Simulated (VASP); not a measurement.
# GeSb2Te4 (Fd-3m) in VASP: single point with PBE

Aim: the single point of GeSb2Te4 with PBE.

All numbers are computed with VASP 6.6.1; they aren't measurements. Logs are shortened: lines on timing, memory, paths and dates and some standing lists are left out, and cuts for length are marked.

## 1. The crystal as given

Symmetry: Fd-3m, No. 227, cubic system. Conventional cell: a = 12.707 Å, b = 12.707 Å, c = 12.707 Å, α = 90.00°, β = 90.00°, γ = 90.00°. Ge (site symmetry -43m) is surrounded by 4 Te at 2.88 Å. Sb (site symmetry -3m) is surrounded by 6 Te at 3.11 Å. Te (site symmetry 3m) has 1 Ge at 2.88 Å and 3 Sb at 3.11 Å as nearest neighbours.

The cell was built by a generator and needn't be a form met in nature.

## 2. Single point, PBE

The input, INCAR:

```
SYSTEM = GeSb2Te4
PREC = Normal ; ENCUT = 520
EDIFF = 1E-5 ; ISMEAR = 0
SIGMA = 0.15 ; LREAL = Auto
LASPH = .TRUE. ; NELM = 80
ALGO = Fast ; ISIF = 2
LWAVE = .FALSE. ; LCHARG = .FALSE.
GGA = PE
```

The input, KPOINTS:

```
Automatic mesh
0
G
  3 3 3
  0 0 0
```

The input, POSCAR:

```
GeSb2Te4
1.0
    0.0000000000      6.3533700000      6.3533700000
    6.3533700000      0.0000000000      6.3533700000
    6.3533700000      6.3533700000      0.0000000000
Ge Sb Te
2 4 8
Direct
    0.2500000000      0.2500000000      0.2500000000
    0.0000000000      0.0000000000      0.0000000000
    0.6250000000      0.6250000000      0.6250000000
    0.1250000000      0.6250000000      0.6250000000
    0.6250000000      0.1250000000      0.6250000000
    0.6250000000      0.6250000000      0.1250000000
    0.3807390000      0.8577820000      0.3807390000
    0.3807390000      0.3807390000      0.3807390000
    0.3807390000      0.3807390000      0.8577820000
    0.8577820000      0.3807390000      0.3807390000
    0.3922180000      0.8692610000      0.8692610000
    0.8692610000      0.3922180000      0.8692610000
    0.8692610000      0.8692610000      0.3922180000
    0.8692610000      0.8692610000      0.8692610000
```

Potentials or basis: VASP PAW PBE potentials, release 64 (Ge_d, Sb, Te).

The run is started by

```sh
> cat potpaw_PBE.64/Ge_d/POTCAR potpaw_PBE.64/Sb/POTCAR potpaw_PBE.64/Te/POTCAR > POTCAR
> mpirun -np 1 vasp_std > vasp.out
```

OUTCAR:

```text
SYSTEM = GeSb2Te4
   PREC = Normal
   ENCUT = 520
   EDIFF = 1E-5
   ISMEAR = 0
   LREAL = Auto
   LASPH = .TRUE.
   NELM = 80
   ISIF = 2
   GGA = PE

 ion  position               nearest neighbor table
   1  0.250  0.250  0.250-   8 2.88   7 2.88   9 2.88  10 2.88
   2  0.000  0.000  0.000-  14 2.88  12 2.88  13 2.88  11 2.88
   3  0.625  0.625  0.625-   7 3.11  10 3.11  11 3.11  12 3.11   9 3.11  13 3.11
   4  0.125  0.625  0.625-   7 3.11   9 3.11  12 3.11  13 3.11   8 3.11  14 3.11
   5  0.625  0.125  0.625-   9 3.11  10 3.11  11 3.11  13 3.11   8 3.11  14 3.11
   6  0.625  0.625  0.125-   7 3.11  10 3.11  11 3.11  12 3.11   8 3.11  14 3.11
   7  0.381  0.858  0.381-   1 2.88   4 3.11   6 3.11   3 3.11
   8  0.381  0.381  0.381-   1 2.88   4 3.11   5 3.11   6 3.11
   9  0.381  0.381  0.858-   1 2.88   4 3.11   5 3.11   3 3.11
  10  0.858  0.381  0.381-   1 2.88   5 3.11   6 3.11   3 3.11
  11  0.392  0.869  0.869-   2 2.88   5 3.11   6 3.11   3 3.11
  12  0.869  0.392  0.869-   2 2.88   4 3.11   6 3.11   3 3.11
  13  0.869  0.869  0.392-   2 2.88   4 3.11   5 3.11   3 3.11
  14  0.869  0.869  0.869-   2 2.88   4 3.11   5 3.11   6 3.11

  LATTYP: Found a face centered cubic cell.
 ALAT       =    12.7067400000

  Lattice vectors:

 A1 = (   0.0000000000,   6.3533700000,   6.3533700000)
 A2 = (   6.3533700000,   0.0000000000,   6.3533700000)
 A3 = (   6.3533700000,   6.3533700000,   0.0000000000)

Analysis of symmetry for initial positions (statically):
=====================================================================
 Subroutine PRICEL returns:
 Original cell was already a primitive cell.

 Routine SETGRP: Setting up the symmetry group for a
 face centered cubic supercell.

 Subroutine GETGRP returns: Found 48 space group operations
 (whereof 24 operations were pure point group operations)
 out of a pool of 48 trial point group operations.

The static configuration has the point symmetry T_d .
 The point group associated with its full space group is O_h .

Analysis of symmetry for dynamics (positions and initial velocities):
=====================================================================
 Subroutine PRICEL returns:
 Original cell was already a primitive cell.

 Routine SETGRP: Setting up the symmetry group for a
 face centered cubic supercell.

 Subroutine GETGRP returns: Found 48 space group operations
 (whereof 24 operations were pure point group operations)
 out of a pool of 48 trial point group operations.

The dynamic configuration has the point symmetry T_d .
 The point group associated with its full space group is O_h .

 Subroutine INISYM returns: Found 48 space group operations
 (whereof 24 operations are pure point group operations),
 and found     1 'primitive' translations

----------------------------------------------------------------------------------------

                                     Primitive cell

  volume of cell :     512.9115

  direct lattice vectors                    reciprocal lattice vectors
     0.000000000  6.353370000  6.353370000    -0.078698392  0.078698392  0.078698392
     6.353370000  0.000000000  6.353370000     0.078698392 -0.078698392  0.078698392
     6.353370000  6.353370000  0.000000000     0.078698392  0.078698392 -0.078698392

  length of vectors
     8.985022021  8.985022021  8.985022021     0.136309613  0.136309613  0.136309613

  position of ions in fractional coordinates (direct lattice)
     0.250000000  0.250000000  0.250000000
     0.000000000  0.000000000  0.000000000
     0.625000000  0.625000000  0.625000000
     0.125000000  0.625000000  0.625000000
     0.625000000  0.125000000  0.625000000
     0.625000000  0.625000000  0.125000000
     0.380739000  0.857782000  0.380739000
     0.380739000  0.380739000  0.380739000
     0.380739000  0.380739000  0.857782000
     0.857782000  0.380739000  0.380739000
     0.392218000  0.869261000  0.869261000
     0.869261000  0.392218000  0.869261000
     0.869261000  0.869261000  0.392218000
     0.869261000  0.869261000  0.869261000

  ion indices of the primitive-cell ions
   primitive index   ion index
                 1           1
                 2           2
                 3           3
                 4           4
                 5           5
                 6           6
                 7           7
                 8           8
                 9           9
                10          10
                11          11
                12          12
                13          13
                14          14

----------------------------------------------------------------------------------------

 KPOINTS: Automatic mesh

Automatic generation of k-mesh.
 Grid dimensions read from file:
 generate k-points for:    3    3    3

 Generating k-lattice:

  Cartesian coordinates                     Fractional coordinates (reciprocal lattice)
    -0.026232797  0.026232797  0.026232797     0.333333333  0.000000000  0.000000000
     0.026232797 -0.026232797  0.026232797     0.000000000  0.333333333  0.000000000
     0.026232797  0.026232797 -0.026232797     0.000000000  0.000000000  0.333333333

  Length of vectors
     0.045436538  0.045436538  0.045436538

  Shift w.r.t. Gamma in fractional coordinates (k-lattice)
     0.000000000  0.000000000  0.000000000

 Subroutine IBZKPT returns following result:
 ===========================================

 Found      4 irreducible k-points:

 Following reciprocal coordinates:
            Coordinates               Weight
  0.000000  0.000000  0.000000      1.000000
  0.333333  0.000000  0.000000      8.000000
  0.333333  0.333333  0.000000      6.000000
 -0.333333  0.333333  0.000000     12.000000
   k-points           NKPTS =      4   k-points in BZ     NKDIM =      4   number of bands    NBANDS=     57
   number of dos      NEDOS =    301   number of ions     NIONS =     14
   total plane-waves  NPLWV = 125000
   dimension x,y,z NGX =    50 NGY =   50 NGZ =   50
   dimension x,y,z NGXF=   100 NGYF=  100 NGZF=  100
   ions per type =               2   4   8
   NGX,Y,Z   is equivalent  to a cutoff of   9.25,  9.25,  9.25 a.u.
   NGXF,Y,Z  is equivalent  to a cutoff of  18.50, 18.50, 18.50 a.u.
 SYSTEM =  GeSb2Te4
   PREC   = normal    normal or accurate (medium, high low for compatibility)
   ISTART =      0    job   : 0-new  1-cont  2-samecut
   ICHARG =      2    charge: 1-file 2-atom 10-const
   ISPIN  =      1    spin polarized calculation?
   LNONCOLLINEAR =      F non collinear calculations
   LSORBIT =      F    spin-orbit coupling
   LASPH  =      T    aspherical Exc in radial PAW
   ENCUT  =  520.0 eV  38.22 Ry    6.18 a.u.  16.71 16.71 16.71*2*pi/ulx,y,z
   NELM   =     80;   NELMIN=  2; NELMDL= -5     # of ELM steps
   EDIFF  = 0.1E-04   stopping-criterion for ELM
   LREAL  =      T    real-space projection
   EDIFFG = 0.1E-03   stopping-criterion for IOM
   NSW    =      0    number of steps for IOM
   IBRION =     -1    ionic relax: 0-MD 1-quasi-New 2-CG
   NFREE  =      0    steps in history (QN), initial steepest desc. (CG)
   ISIF   =      2    stress and relaxation
   ISYM   =      2    0-nonsym 1-usesym 2-fastsym
   POTIM  = 0.5000    time-step for ionic-motion
   TEBEG  =    0.0;   TEEND  =   0.0 temperature during run
   PSTRESS=    0.0 pullay stress
   NELECT =      96.0000    total number of electrons
   NUPDOWN=      -1.0000    fix difference up-down
   EMIN   =  10.00;   EMAX   =-10.00  energy-range for DOS
   EFERMI =   0.00;   METHOD = LEGACY
   ISMEAR =     0;   SIGMA  =   0.15  broadening in eV -4-tet -1-fermi 0-gaus
   EFERMI_NEDOS =   21; number of points for ismear=-14 and -15
   IALGO  =     68    algorithm
   IMIX   =      4    mixing-type and parameters
     AMIX     =   0.40;   BMIX     =  1.00
     AMIX_MAG =   1.60;   BMIX_MAG =  1.00
  volume/ion in A,a.u.               =      36.64       247.24
  Fermi-wavevector in a.u.,A,eV,Ry     =   0.936450  1.769633 11.931465  0.876938
  Thomas-Fermi vector in A             =   2.063460
   LORBIT       =      0    0 simple, 1 ext, 2 COOP (PROOUT), +10 PAW based schemes
   GGA     = PE    functional components
   LHFCALC =     F    Hartree Fock is set to
   AEXX    =    0.0000 exact exchange contribution
   IVDW    =     0    specifies the selected vdW correction
   LEPSILON=     F    determine dielectric tensor
   LRPA    =     F    only Hartree local field effects (RPA)
 non-spin polarized calculation
 RMM-DIIS sequential band-by-band and
 Gauss-broadening in eV      SIGMA  =   0.15
  energy-cutoff  :      520.00
  volume of cell :      512.91
 maximum number of plane-waves:     13836
   NGX = 33   NGY = 33   NGZ = 33

 number of electron      95.9999946 magnetization

 Free energy of the ion-electron system (eV)
  ---------------------------------------------------
  ext. energy  EPLUGINS =         0.00000000
  ---------------------------------------------------
  free energy    TOTEN  =       -51.07347125 eV

  energy without entropy =      -51.07167361  energy(sigma->0) =      -51.07257243

 E-fermi :   4.6800     XC(G=0):  -8.4802

 val. band max:        4.3921036626   @ k =  -0.3333   0.3333   0.0000
 cond. band min:       4.9165086706   @ k =   0.0000   0.0000   0.0000
 fundamental gap:      0.5244050080
 Fermi energy:         4.6799688566

 k-point     1 :       0.0000    0.0000    0.0000
  band No.  band energies     occupation
      1     -20.4400      2.00000
      2     -20.4400      2.00000
      3     -20.4399      2.00000
      4     -20.4399      2.00000
      5     -20.4399      2.00000
      6     -20.4399      2.00000
[... 229 lines left out ...]
     56       6.3002      0.00000
     57       6.7920      0.00000

------------------------ aborting loop because EDIFF is reached ----------------------------------------

  FORCE on cell =-STRESS in cart. coord.  units (eV):
  Direction    XX          YY          ZZ          XY          YZ          ZX
  --------------------------------------------------------------------------------------
  -------------------------------------------------------------------------------------
  Total        0.1207970      0.1207970      0.1207970      0.0000000      0.0000000      0.0000000
  in kB        0.3773325      0.3773325      0.3773325      0.0000000      0.0000000      0.0000000
  external PRESSURE =       0.3773325 kB  Pullay stress =       0.0000000 kB

 VOLUME and BASIS-vectors are now :
 -----------------------------------------------------------------------------
  energy-cutoff  :      520.00
  volume of cell :      512.91
      direct lattice vectors                 reciprocal lattice vectors
     0.000000000  6.353370000  6.353370000    -0.078698392  0.078698392  0.078698392
     6.353370000  0.000000000  6.353370000     0.078698392 -0.078698392  0.078698392
     6.353370000  6.353370000  0.000000000     0.078698392  0.078698392 -0.078698392

 POSITION                                       TOTAL-FORCE (eV/Angst)
 -----------------------------------------------------------------------------------
      3.17668      3.17668      3.17668         0.000000     -0.000000     -0.000000
      0.00000      0.00000      0.00000        -0.000000     -0.000000     -0.000000
      7.94171      7.94171      7.94171        -0.000000     -0.000000     -0.000000
      7.94171      4.76503      4.76503        -0.000000     -0.000000     -0.000000
      4.76503      7.94171      4.76503         0.000000     -0.000000     -0.000000
      4.76503      4.76503      7.94171        -0.000000     -0.000000     -0.000000
      7.86878      4.83795      7.86878         0.004622     -0.004622      0.004622
      4.83795      4.83795      4.83795        -0.004622     -0.004622     -0.004622
      7.86878      7.86878      4.83795         0.004622      0.004622     -0.004622
      4.83795      7.86878      7.86878        -0.004622      0.004622      0.004622
     11.04547      8.01464      8.01464         0.004622     -0.004622     -0.004622
      8.01464     11.04547      8.01464        -0.004622      0.004622     -0.004622
      8.01464      8.01464     11.04547        -0.004622     -0.004622      0.004622
     11.04547     11.04547     11.04547         0.004622      0.004622      0.004622
 -----------------------------------------------------------------------------------
    total drift:                               -0.000000      0.000000      0.000000

  FREE ENERGIE OF THE ION-ELECTRON SYSTEM (eV)
  ---------------------------------------------------
  free  energy   TOTEN  =       -51.0734712504 eV

  energy  without entropy=      -51.0716736105  energy(sigma->0) =      -51.07257243
```

Wall time 1.7 min (1 thread of Intel Xeon Platinum 8259CL at 2.50GHz (Skylake/Cascade Lake), shared host); peak memory 0.4 GiB.

What came out:

* Free energy: -51.0735 eV
* Pressure: 0.0 GPa
* Largest force: 0.008 eV/Å
* Band gap on the k mesh: 0.52 eV, indirect (least direct gap 0.71 eV)

Forces on the atoms (eV/Å):
```
Ge   0.000  0.000  0.000
Ge   0.000  0.000  0.000
Sb   0.000  0.000  0.000
Sb   0.000  0.000  0.000
Sb   0.000  0.000  0.000
Sb   0.000  0.000  0.000
Te   0.005 -0.005  0.005
Te  -0.005 -0.005 -0.005
Te   0.005  0.005 -0.005
Te  -0.005  0.005  0.005
Te   0.005 -0.005 -0.005
Te  -0.005  0.005 -0.005
Te  -0.005 -0.005  0.005
Te   0.005  0.005  0.005
```

Caveat: spin-orbit coupling is left out, which moves the levels of the heavy elements; an odd mesh through Γ misses points on the zone boundary, where band edges often lie.
